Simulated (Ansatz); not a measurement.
NbAs:

```
Nb As
1.0
    -1.72585    1.72585    5.84000
     1.72585   -1.72585    5.84000
     1.72585    1.72585   -5.84000
Nb As
2 2
Direct
  0.50000 0.00000 0.50000
  0.75000 0.75000 0.00000
  0.91600 0.41600 0.50000
  0.16600 0.16600 0.00000
```

```yaml
Program: Ansatz 0.2.0
Task: relaxation of cell and atoms
Functional: PBEsol
Potentials_or_basis: Ansatz PAW
Cutoff: "420 eV (not typed: the program's choice for these potentials)"
k_mesh: 11 × 11 × 11
Occupations: fermi-dirac, width 0.05 eV
Spin: no spin polarisation
```

At the start: volume 17.39 Å³/atom.

Task: How do energy, volume and symmetry change on relaxing?

Result: It ends after 4 steps and the volume is 17.15 Å³/atom (-1.4 %); space group I4_1md (No. 109, to 0.05 Å).

The path:
| step | energy change (eV) | largest force (eV/Å) | volume (Å³) |
| --- | --- | --- | --- |
| 1 | 0.0000 | 0.2880 | 69.58 |
| 2 | -0.0014 | 0.1646 | 67.42 |
| 3 | -0.0155 | 0.0061 | 68.59 |
| 4 | -0.0153 | 0.0061 | 68.59 |

Final structure:
```xyz
4
Lattice="-1.7198 1.7198 5.7969 1.7198 -1.7198 5.7969 1.7198 1.7198 -5.7969" Properties=species:S:1:pos:R:3 pbc="T T T"
Nb    0.0000    1.7198   -0.0144
Nb    0.0000    0.0000    8.6809
As    0.0000    1.7198    4.8374
As    0.0000    0.0000    1.9390
```

Caveat: the plane-wave basis is chosen anew once the cell has moved, so the energies of steps on either side of that aren't comparable; the PAW data sets come from PBE, with cores solved anew for the run's functional, which leaves a small shift of forces and pressure.
